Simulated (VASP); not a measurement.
# Nb in VASP: relaxation of the atoms with PBEsol

Aim: the relaxation of the atoms of Nb with PBEsol.

Program: VASP 6.6.1. These are calculated values, not measurements. Logs are shortened: lines on timing, memory, paths and dates and some standing lists are left out, and cuts for length are marked.

## 1. Starting point

The cell holds a slab with vacuum, 4 atoms: a = 2.832 Å, b = 2.832 Å, c = 28.540 Å, α = 90.00°, β = 90.00°, γ = 109.47°.

The cell was built by a generator and needn't be a form met in nature.

## 2. Relaxation of the atoms, PBEsol

INCAR

```
SYSTEM = Nb
ALGO = Normal ; DIPOL = 0.5 0.5 0.500
EDIFF = 1E-6 ; EDIFFG = -0.02
ENCUT = 520 ; GGA = PS
IBRION = 2 ; IDIPOL = 3
ISIF = 2 ; ISMEAR = 1
KPAR = 2 ; LASPH = .True.
LCHARG = .False. ; LDIPOL = .True.
LREAL = .False. ; LWAVE = .False.
NELM = 120 ; NSW = 90
PREC = Accurate ; SIGMA = 0.1
```

KPOINTS

```
k-points
0
Gamma
  12 12 1
  0 0 0
```

POSCAR

```
Nb
1.0
    2.8322668300      0.0000000000      0.0000000000
   -0.9440889400      2.6702867300      0.0000000000
    0.0000000000      0.0000000000     28.5399368600
Nb
4
Selective dynamics
Direct
    0.0000000000      0.0000000000      0.3784581900  F F F
    0.5000000000      0.5000000000      0.4594849000  T T T
    0.0000000000      0.0000000000      0.5405151000  T T T
    0.5000000000      0.5000000000      0.6215418100  T T T
```

Potentials or basis: VASP PAW PBE potentials, release 64 (Nb_sv).

Launch:

```
> cat potpaw_PBE.64/Nb_sv/POTCAR > POTCAR
> mpirun -np 2 vasp_std > vasp.out
```

OUTCAR:

```text
SYSTEM = Nb
   EDIFF = 1E-6
   EDIFFG = -0.02
   ENCUT = 520
   GGA = PS
   IBRION = 2
   ISIF = 2
   ISMEAR = 1
   LASPH = .True.
   LREAL = .False.
   NELM = 120
   NSW = 90
   PREC = Accurate

 ion  position               nearest neighbor table
   1  0.000  0.000  0.378-   2 2.83   2 2.83
   2  0.500  0.500  0.459-   1 2.83   1 2.83   3 2.83   3 2.83
   3  0.000  0.000  0.541-   4 2.83   4 2.83   2 2.83   2 2.83
   4  0.500  0.500  0.622-   3 2.83   3 2.83

  LATTYP: Found a base centered orthorhombic cell.
 ALAT       =     3.2704199982
 B/A-ratio  =     1.4142135687
 C/A-ratio  =     8.7266885830

  Lattice vectors:

 A1 = (   2.8322668300,   0.0000000000,   0.0000000000)
 A2 = (  -0.9440889400,   2.6702867300,   0.0000000000)
 A3 = (   0.0000000000,   0.0000000000,  28.5399368600)

Analysis of symmetry for initial positions (statically):
=====================================================================
 Subroutine PRICEL returns:
 Original cell was already a primitive cell.

 Routine SETGRP: Setting up the symmetry group for a
 base centered orthorhombic supercell.

 Subroutine GETGRP returns: Found  8 space group operations
 (whereof  4 operations were pure point group operations)
 out of a pool of  8 trial point group operations.

The static configuration has the point symmetry C_2v.
 The point group associated with its full space group is D_2h.

Analysis of symmetry for dynamics (positions and initial velocities):
=====================================================================
 Subroutine PRICEL returns:
 Original cell was already a primitive cell.

 Routine SETGRP: Setting up the symmetry group for a
 base centered orthorhombic supercell.

 Subroutine GETGRP returns: Found  8 space group operations
 (whereof  4 operations were pure point group operations)
 out of a pool of  8 trial point group operations.

The dynamic configuration has the point symmetry C_2v.
 The point group associated with its full space group is D_2h.

Analysis of constrained symmetry for selective dynamics:
=====================================================================
 Subroutine PRICEL returns:
 Original cell was already a primitive cell.

 Routine SETGRP: Setting up the symmetry group for a
 base centered orthorhombic supercell.

 Subroutine GETGRP returns: Found  4 space group operations
 (whereof  4 operations were pure point group operations)
[... 147 lines left out ...]

 number of electron      51.9999999 magnetization

 Free energy of the ion-electron system (eV)
  ---------------------------------------------------
  ext. energy  EPLUGINS =         0.00000000
  ---------------------------------------------------
  free energy    TOTEN  =       -41.61173139 eV

  energy without entropy =      -41.61074389  energy(sigma->0) =      -41.61140222

------------------------ aborting loop because EDIFF is reached ----------------------------------------

  FORCE on cell =-STRESS in cart. coord.  units (eV):
  Direction    XX          YY          ZZ          XY          YZ          ZX
  --------------------------------------------------------------------------------------
  -------------------------------------------------------------------------------------
  Total       -4.9479505     -4.3863356     -1.8456403      0.7942432      0.0000000      0.0000000
  in kB      -36.7274567    -32.5587230    -13.6997476      5.8954780      0.0000000      0.0000000
  external PRESSURE =     -27.6619758 kB  Pullay stress =       0.0000000 kB
[... 95 lines left out ...]
  FREE ENERGIE OF THE ION-ELECTRON SYSTEM (eV)
  ---------------------------------------------------
  free  energy   TOTEN  =       -41.6348921044 eV

  energy  without entropy=      -41.6346568432  energy(sigma->0) =      -41.63481368

 vacuum level on the upper side and lower side of the slab       (xc-potential included)        -0.023         0.002

[... ionic steps 4 to 8 ...]

--------------------------------------- Ionic step        9  -------------------------------------------

 number of electron      52.0000004 magnetization

------------------------ aborting loop because EDIFF is reached ----------------------------------------
[... 65 lines left out ...]
  FREE ENERGIE OF THE ION-ELECTRON SYSTEM (eV)
  ---------------------------------------------------
  free  energy   TOTEN  =       -41.6534625686 eV

  energy  without entropy=      -41.6539396795  energy(sigma->0) =      -41.65362161

 dipolmoment           0.000000      0.000000     -0.000040 electrons x Angstroem

--------------------------------------- Ionic step       11  -------------------------------------------

 number of electron      52.0000004 magnetization

 dipolmoment           0.000000      0.000000      0.000076 electrons x Angstroem

 Free energy of the ion-electron system (eV)
  ---------------------------------------------------
  ext. energy  EPLUGINS =         0.00000000
  ---------------------------------------------------
  free energy    TOTEN  =       -41.65412699 eV

  energy without entropy =      -41.65436338  energy(sigma->0) =      -41.65420579

 E-fermi :   0.7481     XC(G=0):  -4.8584

 val. band max:        0.7465138743   @ k =   0.3333   0.0833   0.0000
 cond. band min:       0.7575788077   @ k =   0.4167   0.0833   0.0000
 fundamental gap:      0.0110649334
 Fermi energy:         0.7481286831

 k-point     1 :       0.0000    0.0000    0.0000
  band No.  band energies     occupation
      1     -53.7251      2.00000
      2     -53.7163      2.00000
      3     -53.4115      2.00000
      4     -53.2903      2.00000
      5     -30.3291      2.00000
      6     -30.0945      2.00000
[... 805 lines left out ...]
     30       2.7130     -0.00000
     31       3.2103      0.00000

 [... further k-points ...]

------------------------ aborting loop because EDIFF is reached ----------------------------------------

 vacuum level on the upper side and lower side of the slab       (xc-potential included)        -0.008        -0.010

  FORCE on cell =-STRESS in cart. coord.  units (eV):
  Direction    XX          YY          ZZ          XY          YZ          ZX
  --------------------------------------------------------------------------------------
  -------------------------------------------------------------------------------------
  Total       -3.1387082     -2.6120751     -0.0983610      0.7447714      0.0000000      0.0000000
  in kB      -23.2978824    -19.3888109     -0.7301105      5.5282609      0.0000000      0.0000000
  external PRESSURE =     -14.4722679 kB  Pullay stress =       0.0000000 kB
[... 19 lines left out ...]
  FREE ENERGIE OF THE ION-ELECTRON SYSTEM (eV)
  ---------------------------------------------------
  free  energy   TOTEN  =       -41.6541269881 eV

  energy  without entropy=      -41.6543633848  energy(sigma->0) =      -41.65420579

 reached required accuracy - stopping structural energy minimisation

 vacuum level on the upper side and lower side of the slab         5.342         5.340
```

CONTCAR:

```text
Nb
   1.00000000000000
     2.8322668300000000    0.0000000000000000    0.0000000000000000
    -0.9440889400000000    2.6702867299999999    0.0000000000000000
     0.0000000000000000    0.0000000000000000   28.5399368600000010
  Nb
     4
Selective dynamics
Direct
     0.0000000000000000    0.0000000000000000    0.3784581900000035   F   F   F
     0.5000000000000000    0.5000000000000000    0.4559715185154360   T   T   T
     0.0000000000000000    0.0000000000000000    0.5377614315606769   T   T   T
     0.5000000000000000    0.5000000000000000    0.6153323500859157   T   T   T

  0.00000000E+00  0.00000000E+00  0.00000000E+00
  0.00000000E+00  0.00000000E+00  0.00000000E+00
  0.00000000E+00  0.00000000E+00  0.00000000E+00
  0.00000000E+00  0.00000000E+00  0.00000000E+00
```

Wall time 20 min (2 MPI ranks of AMD EPYC 9R14 (Zen 4), shared host); peak memory 0.46 GiB.

Results:

```yaml
Free_energy: -41.6541 eV
Energy_gained_by_relaxing: 10.6 meV/atom
Ionic_steps: 11
Band_gap_on_the_k_mesh: none (metal or under the smearing width)
```

Step by step:
```
step  energy change (eV)  largest force (eV/Å)  pressure (GPa)
   1              0.0000                0.3921           -2.77
   2             -0.0170                0.3460           -2.63
   3             -0.0232                0.3011           -2.45
   4             -0.0232                0.3024           -2.46
   5             -0.0253                0.2854           -2.40
   6             -0.0309                0.2352           -2.22
   7             -0.0389                0.1186           -1.86
   8             -0.0400                0.1540           -1.09
   9             -0.0422                0.0631           -1.45
  10             -0.0417                0.1064           -1.44
  11             -0.0424                0.0129           -1.45
```

Final structure:
```cif
data_structure
_symmetry_space_group_name_H-M 'P 1'
_symmetry_Int_Tables_number 1
_cell_length_a 2.8323
_cell_length_b 2.8323
_cell_length_c 28.5399
_cell_angle_alpha 90.000
_cell_angle_beta 90.000
_cell_angle_gamma 109.471
_cell_volume 215.85
loop_
_atom_site_label
_atom_site_type_symbol
_atom_site_fract_x
_atom_site_fract_y
_atom_site_fract_z
_atom_site_occupancy
Nb1 Nb 0.00000 0.00000 0.37846 1
Nb2 Nb 0.50000 0.50000 0.45597 1
Nb3 Nb 0.00000 0.00000 0.53776 1
Nb4 Nb 0.50000 0.50000 0.61533 1
```

Caveat: the PAW data sets were made with another functional, which shifts forces and pressure a little.
